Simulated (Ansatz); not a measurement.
The system is Tc.

```
Tc
1.0
     0.00000    1.95000    1.95000
     1.95000    0.00000    1.95000
     1.95000    1.95000    0.00000
Tc
1
Direct
  0.00000 0.00000 0.00000
```

This isn't the form of Tc at room conditions, which is hcp.

| Item | Value |
| --- | --- |
| Program | Ansatz 0.2.0 |
| Task | relaxation of cell and atoms |
| Functional | PBE |
| Dispersion | D3(BJ) |
| Potentials or basis | all-electron LAPW, scalar-relativistic |
| Basis error allowed | 0.001 eV/atom |
| k mesh | 12 × 12 × 12 |
| Occupations | fermi-dirac, width 0.05 eV |
| Spin | no spin polarisation |

At the start: volume 14.83 Å³/atom.

Question: Where does the relaxation end?

Answer: Over 5 steps the energy falls by 28.7 meV/atom and the volume is 14.16 Å³/atom (-4.5 %); space group Fm-3m (No. 225, to 0.05 Å).

The path:
```csv
step,energy change (eV),largest force (eV/Å),volume (Å³)
1,0.0000,0.0000,14.83
2,-0.0282,0.0000,14.24
3,-0.0287,0.0000,14.15
4,-0.0287,0.0000,14.16
5,-0.0287,0.0000,14.16
```

Final structure:
```
CELL_PARAMETERS angstrom
0.00000 1.92017 1.92017
1.92017 0.00000 1.92017
1.92017 1.92017 0.00000
ATOMIC_POSITIONS crystal
Tc 0.00000 0.00000 0.00000
```
